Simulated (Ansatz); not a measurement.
# Sr: how the settings move a single-point run

Question: which choices in the input matter for Sr?

Method: reference: DFT, PBE, all-electron LAPW, scalar-relativistic, in Ansatz 0.2.0.

1 further run of the same task is left out (it didn't finish).

### Step 1. The starting structure

The structure is cubic, space group Im-3m (No. 229). The conventional cell has a = 4.804 Å, b = 4.804 Å, c = 4.804 Å, α = 90.00°, β = 90.00°, γ = 90.00°. Around Sr (site symmetry m-3m) lie 8 Sr at 4.16 Å.

Structure file:

```cif
data_structure
_symmetry_space_group_name_H-M 'P 1'
_symmetry_Int_Tables_number 1
_cell_length_a 4.1608
_cell_length_b 4.1608
_cell_length_c 4.1608
_cell_angle_alpha 109.471
_cell_angle_beta 109.471
_cell_angle_gamma 109.471
_cell_volume 55.45
loop_
_atom_site_label
_atom_site_type_symbol
_atom_site_fract_x
_atom_site_fract_y
_atom_site_fract_z
_atom_site_occupancy
Sr1 Sr 0.00000 0.00000 0.00000 1
```

### Step 2. The reference run

File input.yaml:

```yaml
crystal:
  lattice:
    - [-2.4022136893, 2.4022136893, 2.4022136893]
    - [2.4022136893, -2.4022136893, 2.4022136893]
    - [2.4022136893, 2.4022136893, -2.4022136893]
  atoms:
    - { symbol: Sr, position: [0.0, 0.0, 0.0] }
kpoints:
  mp_grid: { grid: [10, 10, 10] }
  band_path:
    path:
      - [0.0, 0.0, 0.0]
      - [0.5, -0.5, 0.5]
      - [0.0, 0.0, 0.5]
      - [0.0, 0.0, 0.0]
      - [0.25, 0.25, 0.25]
      - [0.5, -0.5, 0.5]
      - [0.25, 0.25, 0.25]
      - [0.0, 0.0, 0.5]
    npoints: 5
scf:
  occupations: { method: fermi_dirac, width: 0.05 }
hamiltonian:
  xc: pbe
  pseudopotentials: { kind: all_electron, lapw: { basis_error: 0.0005 } }
output:
  forces: true
  stress: true
  eigenvalues: true
```

On the command line:

```console
> ansatz run input.yaml --threads 1 --pin off --max-ram 2048MiB --backend cpu --events-out ev --progress --plain --runs-dir out
```

### Step 3. Changed: starting moments, mixing.algorithm broyden, mixing.beta 0.5, mixing.ndim 8, xc_grid 3, spin_polarized true

Edit input.yaml of step 2 so:

```diff
@@ -6,3 +6,3 @@
   atoms:
-    - { symbol: Sr, position: [0.0, 0.0, 0.0] }
+    - { symbol: Sr, position: [0.0, 0.0, 0.0], spin: 0.2 }
 kpoints:
@@ -22,2 +22,3 @@
   occupations: { method: fermi_dirac, width: 0.05 }
+  mixing: { algorithm: broyden, beta: 0.5, ndim: 8 }
 hamiltonian:
@@ -29 +30,5 @@
   eigenvalues: true
+basis:
+  xc_grid: 3
+magnetization:
+  spin_polarized: true
```

### Step 4. Changed: mp_grid.shift [0.5, 0.5, 0.5], mixing.algorithm broyden, mixing.beta 0.7, mixing.ndim 16

Edit input.yaml of step 2 so:

```diff
@@ -8,3 +8,3 @@
 kpoints:
-  mp_grid: { grid: [10, 10, 10] }
+  mp_grid: { grid: [10, 10, 10], shift: [0.5, 0.5, 0.5] }
   band_path:
@@ -22,2 +22,3 @@
   occupations: { method: fermi_dirac, width: 0.05 }
+  mixing: { algorithm: broyden, beta: 0.7, ndim: 16 }
 hamiltonian:
```

**Question.** What will these runs give? Wanted: for each run, ending; energy change; pressure; gap; force.

**Answer**, as computed:

```tsv
run	ending	energy change	pressure (GPa)	gap (eV)	force (eV/Å)	cycles	time
reference	converged	0	-0.3	0.00	0.00	7	1.6 s
1: starting moments, mixing.algorithm broyden, mixing.beta 0.5, mixing.ndim 8, xc_grid 3, spin_polarized true	converged	0.0 meV/atom	-0.3	0.00	0.00	12	4.2 s
2: mp_grid.shift [0.5, 0.5, 0.5], mixing.algorithm broyden, mixing.beta 0.7, mixing.ndim 16	converged	+2.1 meV/atom	-0.3	0.00	0.00	5	1.4 s
```

Residual by cycle in the longest SCF loop of each run; runs are numbered as in the table. The quantity is the density residual dr2, in eV.

```tsv
cycle	reference	run 1	run 2
1	0.00828	0.00832	0.00792
2	0.00525	0.00525	0.00406
3	7.6e-4	0.00107	1.4e-4
4	4.5e-5	6.8e-5	1.3e-6
5	1.1e-5	1.7e-5	2.2e-8
6	2.0e-6	2.5e-6	-
7	9.1e-8	8.2e-8	-
8	-	7.4e-9	-
9	-	2.9e-9	-
10	-	8.8e-10	-
11	-	5.4e-10	-
12	-	2.9e-10	-
```

Of the converged runs whose energies compare with the reference's, «mp_grid.shift [0.5, 0.5, 0.5], mixing.algorithm broyden, mixing.beta 0.7, mixing.ndim 16» moves the energy most (+2.1 meV/atom) and «starting moments, mixing.algorithm broyden, mixing.beta 0.5, mixing.ndim 8, xc_grid 3, spin_polarized true» least (0.0 meV/atom). Of the variants the dearest is «starting moments, mixing.algorithm broyden, mixing.beta 0.5, mixing.ndim 8, xc_grid 3, spin_polarized true» (4.2 s), the cheapest «mp_grid.shift [0.5, 0.5, 0.5], mixing.algorithm broyden, mixing.beta 0.7, mixing.ndim 16» (1.4 s), on a shared host.
